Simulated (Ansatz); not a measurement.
**A computed series for InN: response to strain**

Base system: InN in the zinc blende structure (space group F-43m, No. 216; a = 5.049 Å). Axes: x, y, z lie along the cube axes.

Strains are applied to the cell and any free atomic positions relax; under biaxial strain the out-of-plane vector relaxes too.

All numbers come from PBE/PAW in Ansatz (a program for electronic structure), without spin-orbit coupling.

Candidates:
(a) tensor shear ε_xy = −0.77 %
(b) strain tensor (xx, yy, zz, yz, xz, xy) = (+0.25, +0.51, −0.16, −0.47, −0.78, −0.06) %
(c) biaxial strain −3.74 %, plane normal [110], relaxed out of plane
(d) isotropic strain +4.40 %
(e) isotropic strain −1.30 %

Notes on the quantities. energy relative to the base: free energy F.

Order them by energy relative to the base, lowest first.

(a) tensor shear ε_xy = −0.77 % (+0.9 meV/atom), (b) strain tensor (xx, yy, zz, yz, xz, xy) = (+0.25, +0.51, −0.16, −0.47, −0.78, −0.06) % (+1.6 meV/atom), (e) isotropic strain −1.30 % (+9.7 meV/atom), (c) biaxial strain −3.74 %, plane normal [110], relaxed out of plane (+32 meV/atom), (d) isotropic strain +4.40 % (+90 meV/atom)

A case with no gap was solved on a k-mesh chosen for an insulator, which is coarse for it. Whether these cells are dynamically stable was not tested. The final runs are not spin-polarised. This is not the structure that InN has at room temperature and ambient pressure.
